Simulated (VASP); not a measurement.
# Na (P6_3/mmc) in VASP: a series of runs

One crystal, Na, is run at these levels: PBE; tasks: single point.

Everything below comes from runs of VASP 6.6.1. Logs are shortened: lines on timing, memory, paths and dates and some standing lists are left out, and cuts for length are marked.

### 1 Starting point

It takes space group P6_3/mmc (No. 194, hexagonal). The conventional cell has a = 3.767 Å, b = 3.767 Å, c = 6.154 Å, α = 90.00°, β = 90.00°, γ = 120.00°. Around Na (site symmetry -6m2) lie 12 Na at 3.77 Å.

This isn't the form of Na at room conditions, which is bcc.

### 2 Single point, PBE

Input file INCAR:

```
SYSTEM = Na
PREC     = Accurate       ! precision mode
ENCUT    = 460            ! plane-wave cutoff, eV
EDIFF    = 1E-6           ! SCF threshold, eV
ISMEAR   = 0              ! smearing method
SIGMA    = 0.1            ! smearing width, eV
LREAL    = .FALSE.        ! projectors in reciprocal space
LASPH    = .TRUE.         ! aspherical terms in the spheres
NELM     = 100            ! most SCF steps
ALGO     = Normal         ! electronic algorithm
ISIF     = 2              ! what is computed and relaxed
LWAVE    = .FALSE.        ! write WAVECAR
LCHARG   = .FALSE.        ! write CHGCAR
GGA      = PE             ! functional
NBANDS   = 14             ! bands
ADDGRID  = .FALSE.
```

Input file KPOINTS:

```
regular mesh
0
G
  5 5 3
  0 0 0
```

Input file POSCAR:

```
Na
1.0
    3.7670000000      0.0000000000      0.0000000000
   -1.8835000000      3.2623176961      0.0000000000
    0.0000000000      0.0000000000      6.1540000000
Na
2
Direct
    0.6666666667      0.3333333333      0.7500000000
    0.3333333333      0.6666666667      0.2500000000
```

Potentials or basis: VASP PAW PBE potentials, release 64 (Na_pv).

Launch:

```
$ cat potpaw_PBE.64/Na_pv/POTCAR > POTCAR
$ mpirun -np 1 vasp_std > vasp.out
```

OUTCAR:

```text
SYSTEM = Na
   PREC = Accurate
   ENCUT = 460
   EDIFF = 1E-6
   ISMEAR = 0
   LREAL = .FALSE.
   LASPH = .TRUE.
   NELM = 100
   ISIF = 2
   GGA = PE

 Found     10 irreducible k-points:

 Following reciprocal coordinates:
            Coordinates               Weight
  0.000000  0.000000  0.000000      1.000000
  0.200000 -0.000000  0.000000      6.000000
  0.400000 -0.000000  0.000000      6.000000
  0.200000  0.200000  0.000000      6.000000
  0.400000  0.200000  0.000000      6.000000
  0.000000  0.000000  0.333333      2.000000
   k-points           NKPTS =     10   k-points in BZ     NKDIM =     10   number of bands    NBANDS=     14
   number of dos      NEDOS =    301   number of ions     NIONS =      2
   total plane-waves  NPLWV =  37632
   dimension x,y,z NGX =    28 NGY =   28 NGZ =   48
   dimension x,y,z NGXF=    56 NGYF=   56 NGZF=   96
   ions per type =               2
   NGX,Y,Z   is equivalent  to a cutoff of  12.36, 12.36, 12.97 a.u.
   NGXF,Y,Z  is equivalent  to a cutoff of  24.71, 24.71, 25.93 a.u.
 SYSTEM =  Na
   PREC   = accura    normal or accurate (medium, high low for compatibility)
   ISTART =      0    job   : 0-new  1-cont  2-samecut
   ICHARG =      2    charge: 1-file 2-atom 10-const
   ISPIN  =      1    spin polarized calculation?
   LNONCOLLINEAR =      F non collinear calculations
   LSORBIT =      F    spin-orbit coupling
   LASPH  =      T    aspherical Exc in radial PAW
   ENCUT  =  460.0 eV  33.81 Ry    5.81 a.u.   6.59  6.59 10.76*2*pi/ulx,y,z
   NELM   =    100;   NELMIN=  2; NELMDL= -5     # of ELM steps
   EDIFF  = 0.1E-05   stopping-criterion for ELM
   LREAL  =      F    real-space projection
   EDIFFG = 0.1E-04   stopping-criterion for IOM
   NSW    =      0    number of steps for IOM
   IBRION =     -1    ionic relax: 0-MD 1-quasi-New 2-CG
   NFREE  =      0    steps in history (QN), initial steepest desc. (CG)
   ISIF   =      2    stress and relaxation
   ISYM   =      2    0-nonsym 1-usesym 2-fastsym
   POTIM  = 0.5000    time-step for ionic-motion
   TEBEG  =    0.0;   TEEND  =   0.0 temperature during run
   PSTRESS=    0.0 pullay stress
   NELECT =      14.0000    total number of electrons
   NUPDOWN=      -1.0000    fix difference up-down
   EMIN   =  10.00;   EMAX   =-10.00  energy-range for DOS
   EFERMI =   0.00;   METHOD = LEGACY
   ISMEAR =     0;   SIGMA  =   0.10  broadening in eV -4-tet -1-fermi 0-gaus
   EFERMI_NEDOS =   21; number of points for ismear=-14 and -15
   IALGO  =     38    algorithm
   IMIX   =      4    mixing-type and parameters
     AMIX     =   0.40;   BMIX     =  1.00
     AMIX_MAG =   1.60;   BMIX_MAG =  1.00
  volume/ion in A,a.u.               =      37.81       255.18
  Fermi-wavevector in a.u.,A,eV,Ry     =   0.933020  1.763153 11.844235  0.870527
  Thomas-Fermi vector in A             =   2.059678
   LORBIT       =      0    0 simple, 1 ext, 2 COOP (PROOUT), +10 PAW based schemes
   GGA     = PE    functional components
   LHFCALC =     F    Hartree Fock is set to
   AEXX    =    0.0000 exact exchange contribution
   IVDW    =     0    specifies the selected vdW correction
   LEPSILON=     F    determine dielectric tensor
   LRPA    =     F    only Hartree local field effects (RPA)
 non-spin polarized calculation
 Gauss-broadening in eV      SIGMA  =   0.10
  energy-cutoff  :      460.00
  volume of cell :       75.63
 maximum number of plane-waves:      1737
 NGX is ok and might be reduce to    28
   NGX = 13   NGY = 13   NGZ = 21

 number of electron      14.0000011 magnetization

 Free energy of the ion-electron system (eV)
  ---------------------------------------------------
  ext. energy  EPLUGINS =         0.00000000
  ---------------------------------------------------
  free energy    TOTEN  =        -2.68656539 eV

  energy without entropy =       -2.67833807  energy(sigma->0) =       -2.68245173

 E-fermi :   0.4660     XC(G=0):  -6.4505

 val. band max:       -0.2421660673   @ k =   0.4000  -0.0000   0.3333
 cond. band min:       0.4964732125   @ k =   0.2000   0.2000   0.3333
 fundamental gap:      0.7386392797
 Fermi energy:         0.4660161895

 k-point     1 :       0.0000    0.0000    0.0000
  band No.  band energies     occupation
      1     -24.6719      2.00000
      2     -24.6443      2.00000
      3     -24.6443      2.00000
      4     -24.6397      2.00000
      5     -24.6397      2.00000
      6     -24.6394      2.00000
      7      -2.9660      2.00000
      8       0.8234      0.00000
      9       1.2086      0.00000
     10      10.1444      0.00000
     11      10.1445      0.00000
     12      10.4840      0.00000
     13      10.4841      0.00000
     14      10.6378      0.00000

 k-point     2 :       0.2000   -0.0000    0.0000
  band No.  band energies     occupation
      1     -24.6679      2.00000
      2     -24.6527      2.00000
      3     -24.6483      2.00000
      4     -24.6469      2.00000
      5     -24.6412      2.00000
      6     -24.6411      2.00000
      7      -2.3844      2.00000
      8       1.3439      0.00000
      9       1.7690      0.00000
     10       5.9207      0.00000
     11       8.3953      0.00000
     12       8.4618      0.00000
     13       9.2660      0.00000
     14      10.4935      0.00000
[... 37 lines left out ...]
      1     -24.6663      2.00000
      2     -24.6614      2.00000
      3     -24.6562      2.00000
      4     -24.6552      2.00000
      5     -24.6498      2.00000
      6     -24.6487      2.00000
      7       0.9148      0.00000
      8       1.0371      0.00000
      9       3.5255      0.00000
     10       4.4884      0.00000
     11       4.5047      0.00000
     12       4.9225      0.00000
     13       5.9909      0.00000
     14       7.1512      0.00000

 k-point     6 :       0.0000    0.0000    0.3333
  band No.  band energies     occupation
      1     -24.6637      2.00000
      2     -24.6476      2.00000
      3     -24.6431      2.00000
      4     -24.6431      2.00000
      5     -24.6409      2.00000
      6     -24.6409      2.00000
      7      -2.5114      2.00000
      8      -1.1709      2.00000
      9       3.9785      0.00000
     10       7.6354      0.00000
     11      10.4683      0.00000
     12      10.4683      0.00000
     13      10.7021      0.00000
     14      10.7021      0.00000

 [... further k-points ...]

------------------------ aborting loop because EDIFF is reached ----------------------------------------

  FORCE on cell =-STRESS in cart. coord.  units (eV):
  Direction    XX          YY          ZZ          XY          YZ          ZX
  --------------------------------------------------------------------------------------
  -------------------------------------------------------------------------------------
  Total       -0.1515676     -0.1515676     -0.1060050      0.0000000     -0.0000000      0.0000000
  in kB       -3.2109810     -3.2109810     -2.2457299      0.0000000     -0.0000000      0.0000000
  external PRESSURE =      -2.8892306 kB  Pullay stress =       0.0000000 kB

 VOLUME and BASIS-vectors are now :
 -----------------------------------------------------------------------------
  energy-cutoff  :      460.00
  volume of cell :       75.63
      direct lattice vectors                 reciprocal lattice vectors
     3.767000000  0.000000000  0.000000000     0.265463233  0.153265269  0.000000000
    -1.883500000  3.262317696  0.000000000     0.000000000  0.306530538  0.000000000
     0.000000000  0.000000000  6.154000000     0.000000000  0.000000000  0.162495938

 POSITION                                       TOTAL-FORCE (eV/Angst)
 -----------------------------------------------------------------------------------
      1.88350      1.08744      4.61550         0.000000      0.000000      0.000000
     -0.00000      2.17488      1.53850        -0.000000     -0.000000      0.000000
 -----------------------------------------------------------------------------------
    total drift:                                0.000000     -0.000000      0.000000

  FREE ENERGIE OF THE ION-ELECTRON SYSTEM (eV)
  ---------------------------------------------------
  free  energy   TOTEN  =        -2.6865653943 eV

  energy  without entropy=       -2.6783380687  energy(sigma->0) =       -2.68245173
```

OSZICAR:

```text
N       E                     dE             d eps       ncg     rms          rms(c)
DAV:   1     0.965045050735E+02    0.96505E+02   -0.72140E+03   280   0.867E+02
DAV:   2     0.104089292612E+01   -0.95464E+02   -0.94364E+02   310   0.264E+02
DAV:   3    -0.263529073642E+01   -0.36762E+01   -0.36741E+01   340   0.588E+01
DAV:   4    -0.268666207426E+01   -0.51371E-01   -0.51367E-01   328   0.768E+00
DAV:   5    -0.268780550237E+01   -0.11434E-02   -0.11434E-02   334   0.116E+00    0.283E-01
DAV:   6    -0.268708567737E+01    0.71983E-03   -0.99527E-04   346   0.391E-01    0.190E-01
DAV:   7    -0.268658373434E+01    0.50194E-03   -0.17743E-03   342   0.454E-01    0.227E-02
DAV:   8    -0.268656530292E+01    0.18431E-04   -0.12765E-04   364   0.192E-01    0.404E-03
DAV:   9    -0.268656539434E+01   -0.91417E-07   -0.19341E-06   248   0.216E-02
   1 F= -.26865654E+01 E0= -.26824517E+01  d E =-.822733E-02
```

stdout:

```text
POSCAR found type information on POSCAR Na
 POSCAR found :  1 types and       2 ions
 scaLAPACK will be used
 LDA part: xc-table for (Slater+PW92), standard interpolation
 POSCAR, INCAR and KPOINTS ok, starting setup
 FFT: planning ... GRIDC
 FFT: planning ... GRID_SOFT
 FFT: planning ... GRID
 WAVECAR not read
 entering main loop
```

Run time: 5.6 s. Hardware: 1 thread of Intel Xeon Platinum 8488C (Sapphire Rapids), shared host; peak memory 0.17 GiB.

These settings aren't checked as converged: the numbers below hold their error.

What came out:

```
Free energy            : -2.6866 eV
Pressure               : -0.3 GPa
Band gap on the k mesh : none (metal or under the smearing width)
```

Caveat: the k mesh is coarse (spacing up to 0.39 Å⁻¹), so the values aren't converged.

(Part 1 of 3 ends here.)
